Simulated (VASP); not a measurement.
VASP 6.6.1 run: KTaO$_{3}$

INCAR

```
GGA = RE
LASPH = .TRUE.
LWAVE = .FALSE.
ISIF = 2
LCHARG = .FALSE.
SIGMA = 0.02
NELM = 97
IBRION = -1
ENCUT = 520
LREAL = .FALSE.
PREC = Accurate
EDIFF = 1E-7
LMAXMIX = 4
NBANDS = 27
NSW = 0
ISMEAR = -1
```

KPOINTS

```
KPOINTS created by Atomic Simulation Environment
0
Gamma
6 6 6
0 0 0
```

POSCAR

```
K  Ta O
 1.0000000000000000
     3.9514266883000002    0.0000000000000000    0.0000000000000000
     0.0000000000000000    3.9514266883000002    0.0000000000000000
     0.0000000000000000    0.0000000000000000    3.9514266883000002
 K   Ta  O
   1   1   3
Cartesian
  1.9757133441500001  1.9757133441500001  1.9757133441500001
  0.0000000000000000  0.0000000000000000  0.0000000000000000
  1.9757133441500001  0.0000000000000000  0.0000000000000000
  0.0000000000000000  1.9757133441500001  0.0000000000000000
  0.0000000000000000  0.0000000000000000  1.9757133441500001
```

The recommended PBE PAW datasets give the neutral cell 38 valence electrons.

Command

```
mpirun -np 1 vasp_std
```

OSZICAR

```
N       E                     dE             d eps       ncg     rms          rms(c)
DAV:   1     0.319317530128E+03    0.31932E+03   -0.20935E+04  1080   0.142E+03
DAV:   2    -0.287383571444E+02   -0.34806E+03   -0.33751E+03  1252   0.404E+02
DAV:   3    -0.470386235392E+02   -0.18300E+02   -0.18219E+02  1564   0.887E+01
DAV:   4    -0.475357341233E+02   -0.49711E+00   -0.49619E+00  1728   0.972E+00
DAV:   5    -0.475391266415E+02   -0.33925E-02   -0.33923E-02  1441   0.814E-01    0.379E+01
DAV:   6    -0.392632416144E+02    0.82759E+01   -0.33129E+01  1263   0.399E+01    0.144E+01
DAV:   7    -0.391664309306E+02    0.96811E-01   -0.14290E+00  1443   0.800E+00    0.992E+00
DAV:   8    -0.391416619946E+02    0.24769E-01   -0.32153E-01  1267   0.479E+00    0.258E+00
DAV:   9    -0.391289007578E+02    0.12761E-01   -0.25981E-02  1314   0.122E+00    0.400E-01
DAV:  10    -0.391285930288E+02    0.30773E-03   -0.10750E-02  1474   0.686E-01    0.737E-02
DAV:  11    -0.391286340449E+02   -0.41016E-04   -0.50089E-04  1450   0.153E-01    0.352E-02
DAV:  12    -0.391287034440E+02   -0.69399E-04   -0.13377E-04  1385   0.851E-02    0.139E-02
DAV:  13    -0.391287035919E+02   -0.14794E-06   -0.36863E-06  1487   0.144E-02    0.644E-03
DAV:  14    -0.391287036782E+02   -0.86325E-07   -0.30583E-06  1343   0.106E-02    0.259E-03
DAV:  15    -0.391287037118E+02   -0.33589E-07   -0.26806E-07  1194   0.357E-03
   1 F= -.39128704E+02 E0= -.39128704E+02  d E =-.656360E-13
```

From OUTCAR

```
k-points           NKPTS =     20   k-points in BZ     NKDIM =     20   number of bands    NBANDS=     27

   NELECT =      38.0000    total number of electrons

   dimension x,y,z NGX =    30 NGY =   30 NGZ =   30
   dimension x,y,z NGXF=    60 NGYF=   60 NGZF=   60

  energy-cutoff  :      520.00
  volume of cell :       61.70
      direct lattice vectors                 reciprocal lattice vectors
     3.951426688  0.000000000  0.000000000     0.253073150  0.000000000  0.000000000
     0.000000000  3.951426688  0.000000000     0.000000000  0.253073150  0.000000000
     0.000000000  0.000000000  3.951426688     0.000000000  0.000000000  0.253073150

 k-points in reciprocal lattice and weights: KPOINTS created by Atomic Simulation Env
   0.00000000  0.00000000  0.00000000       0.005
   0.16666667  0.00000000  0.00000000       0.028
   0.33333333  0.00000000  0.00000000       0.028
   0.50000000  0.00000000  0.00000000       0.014
   0.16666667  0.16666667  0.00000000       0.056
   0.33333333  0.16666667  0.00000000       0.111
   0.50000000  0.16666667  0.00000000       0.056
   0.33333333  0.33333333  0.00000000       0.056
   ...

 E-fermi :   2.6526

 k-point     1 :       0.0000    0.0000    0.0000
  band No.  band energies     occupation
      1     -31.9248      2.00000
      2     -31.9248      2.00000
      3     -31.9248      2.00000
      4     -25.2839      2.00000
      5     -15.6063      2.00000
      6     -14.9037      2.00000
      7     -14.9037      2.00000
      8      -8.8010      2.00000
      9      -8.8010      2.00000
     10      -8.8010      2.00000
     11      -0.2916      2.00000
     12      -0.2916      2.00000
     13      -0.2916      2.00000
     14       1.0105      2.00000
     15       1.0105      2.00000
     16       1.0105      2.00000
     17       1.5043      2.00000
     18       1.5043      2.00000
     19       1.5043      2.00000
     20       4.3818      0.00000
     21       4.3818      0.00000
     22       4.3818      0.00000
     23       9.1278      0.00000
     24       9.1934      0.00000
     25       9.1934      0.00000
     26      10.3290      0.00000
     27      10.3290      0.00000

 k-point     2 :       0.1667    0.0000    0.0000
  band No.  band energies     occupation
      1     -31.9513      2.00000
      2     -31.9238      2.00000
      3     -31.9238      2.00000
      4     -25.2759      2.00000
      5     -15.5371      2.00000
      6     -14.8981      2.00000
      7     -14.7346      2.00000
      8      -8.7909      2.00000
      9      -8.7909      2.00000
     10      -8.7613      2.00000
     11      -0.9744      2.00000
     12      -0.3321      2.00000
     13      -0.3321      2.00000
     14       0.6126      2.00000
     15       0.6126      2.00000
     16       0.8008      2.00000
     17       0.8866      2.00000
     18       1.3881      2.00000
     19       1.3881      2.00000
     20       4.4223      0.00000
     21       5.2022      0.00000
     22       5.2022      0.00000
     23       9.2059      0.00000
     24       9.5399      0.00000
     25      10.2874      0.00000
     26      10.6770      0.00000
     27      10.7869      0.00000

 ...

  Total        6.0741541      6.0741541      6.0741541     -0.0000000     -0.0000000      0.0000000
  in kB      157.7373735    157.7373735    157.7373735     -0.0000000     -0.0000000      0.0000000
  external PRESSURE =     157.7373735 kB  Pullay stress =       0.0000000 kB

 POSITION                                       TOTAL-FORCE (eV/Angst)
 -----------------------------------------------------------------------------------
      1.97571      1.97571      1.97571         0.000000      0.000000      0.000000
      0.00000      0.00000      0.00000         0.000000      0.000000      0.000000
      1.97571      0.00000      0.00000         0.000000      0.000000      0.000000
      0.00000      1.97571      0.00000         0.000000      0.000000      0.000000
      0.00000      0.00000      1.97571         0.000000      0.000000      0.000000
 -----------------------------------------------------------------------------------
    total drift:                                0.000000     -0.000000      0.000000

  FREE ENERGIE OF THE ION-ELECTRON SYSTEM (eV)
  ---------------------------------------------------
  free  energy   TOTEN  =       -39.1287037118 eV

  energy  without entropy=      -39.1287037118  energy(sigma->0) =      -39.12870371
```

It converged. Results: gap between bands v and c on the k mesh 2.27 eV; least direct gap on the k mesh 2.88 eV; pressure 15.8 GPa. Band v is the last that the valence electrons fill when counted band by band, and c is the next.

For comparison, a separate PBE run of the intended cell, on usual settings and not on those above, gives a gap of 2.24 eV on its mesh and a pressure of 12.5 GPa.

The run above took about 31 s on one core of a shared host (Intel Xeon Platinum 8488C) and held 0.19 GiB at most.
